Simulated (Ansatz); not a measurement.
Mg: relaxation of cell and atoms

Method: DFT, PBE, PAW with Ansatz's default frozen-core files, scalar-relativistic in Ansatz 0.2.0.

Command: `ansatz run input.yaml --threads 1 --pin off --max-ram 2048MiB --backend cpu --events-out ev --progress --plain --runs-dir out` The run took about 6.5 s on 1 thread of a shared machine.

```yaml
crystal:
  lattice:
    - [0.0, 3.2195088072, 3.2195088072]
    - [3.2195088072, 0.0, 3.2195088072]
    - [3.2195088072, 3.2195088072, 0.0]
  atoms:
    - { symbol: Mg, position: [0.0, 0.0, 0.0] }
    - { symbol: Mg, position: [0.25, 0.25, 0.25] }
kpoints:
  mp_grid: { grid: [9, 9, 9] }
scf:
  occupations: { method: fermi_dirac, width: 0.08 }
hamiltonian:
  xc: pbe
  pseudopotentials: { kind: paw }
output:
  forces: true
  stress: true
relax:
  f_tol: 0.005
  max_steps: 80
  cell: {}
```

The cell is built from the diamond type as a first guess.

The cutoff is 420 eV; energies and pressures of the walk include the program's estimate of the Pulay term.

Each frame lists the cell vectors (Å), then Cartesian positions (Å); symmetry keeps all forces zero. Free energies count from the first step, -3845.9669 eV.

The walk took 5 evaluations in all; steps that aren't listed are left out.

Step 1: E = 0.0 meV, P = 3.06 GPa

```
cell 0.0000 3.2195 3.2195 3.2195 0.0000 3.2195 3.2195 3.2195 0.0000
Mg    0.0000    0.0000    0.0000
Mg    1.6098    1.6098    1.6098
```

Step 2:

```
cell 0.0000 3.3352 3.3352 3.3352 0.0000 3.3352 3.3352 3.3352 0.0000
Mg    0.0000    0.0000    0.0000
Mg    1.6676    1.6676    1.6676
```

Step 3: E = -113.2 meV, P = 0.22 GPa

```
cell 0.0000 3.4088 3.4088 3.4088 0.0000 3.4088 3.4088 3.4088 0.0000
Mg    0.0000    0.0000    0.0000
Mg    1.7044    1.7044    1.7044
```

Give the energy, pressure of step 2.

E = -93.3 meV, P = 1.11 GPa
```
Mg    0.0000    0.0000    0.0000
Mg    1.6676    1.6676    1.6676
```

How does the relaxation end?

It converges, with a = 6.855 Å, b = 6.855 Å, c = 6.855 Å, α = 90.00°, β = 90.00°, γ = 90.00° (conventional cell, space group Fd-3m). The last solve (on a basis chosen afresh for the final cell, so its energy is not quite comparable) gives E = -114.8 meV, P = 0.04 GPa:
```
cell 0.0000 3.4275 3.4275 3.4275 0.0000 3.4275 3.4275 3.4275 0.0000
Mg    0.0000    0.0000    0.0000
Mg    1.7138    1.7138    1.7138
```
